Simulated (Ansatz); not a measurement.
The system is HfO2.

```
CELL_PARAMETERS angstrom
5.11800 0.00000 0.00000
0.00000 5.18570 0.00000
-0.85866 0.00000 5.21387
ATOMIC_POSITIONS crystal
Hf 0.27550 0.46030 0.70800
Hf 0.72450 0.96030 0.79200
Hf 0.72450 0.53970 0.29200
Hf 0.27550 0.03970 0.20800
O 0.07420 0.16840 0.84670
O 0.92580 0.66840 0.65330
O 0.92580 0.83160 0.15330
O 0.07420 0.33160 0.34670
O 0.44870 0.74190 0.98010
O 0.55130 0.24190 0.51990
O 0.55130 0.25810 0.01990
O 0.44870 0.75810 0.48010
```

* Program: Ansatz 0.2.0
* Task: relaxation of cell and atoms
* Functional: RPBE
* Dispersion: D4
* Potentials or basis: Ansatz PAW
* Cutoff: 420 eV (not typed: the program's choice for these potentials)
* k mesh: 5 × 5 × 5
* Occupations: fermi-dirac, width 0.05 eV
* Spin: no spin polarisation

At the start: volume 11.53 Å³/atom.

Question: Where does the relaxation end?

Answer: It ends after 9 steps and the volume is 11.66 Å³/atom (+1.2 %); space group P2_1/c (No. 14, to 0.05 Å).

The path:
```csv
step,energy change (eV),largest force (eV/Å),volume (Å³)
1,0.0000,0.4961,138.38
2,-0.0184,0.2463,140.43
3,-0.0418,0.0733,140.30
4,-0.0449,0.0913,140.18
5,-0.0469,0.0617,139.74
6,-0.0474,0.0079,139.89
7,-0.0542,0.0077,139.89
8,-0.0539,0.0018,139.98
9,-0.0543,0.0018,139.98
```

Final structure:
```
Hf O
1.0
     5.12567    0.00000    0.00330
     0.00000    5.21605    0.00000
    -0.85659    0.00000    5.23500
Hf O
4 8
Direct
  0.27623 0.45812 0.70848
  0.72377 0.95812 0.79152
  0.72377 0.54188 0.29152
  0.27623 0.04188 0.20848
  0.07287 0.16078 0.83906
  0.92713 0.66078 0.66094
  0.92713 0.83922 0.16094
  0.07287 0.33922 0.33906
  0.44643 0.74172 0.97893
  0.55357 0.24172 0.52107
  0.55357 0.25828 0.02107
  0.44643 0.75828 0.47893
```

Caveat: the plane-wave basis is chosen anew once the cell has moved, so the energies of steps on either side of that aren't comparable; the pressure holds a Pulay correction of +0.7 GPa for the finite cutoff; the PAW data sets come from PBE, with cores solved anew for the run's functional, which leaves a small shift of forces and pressure.
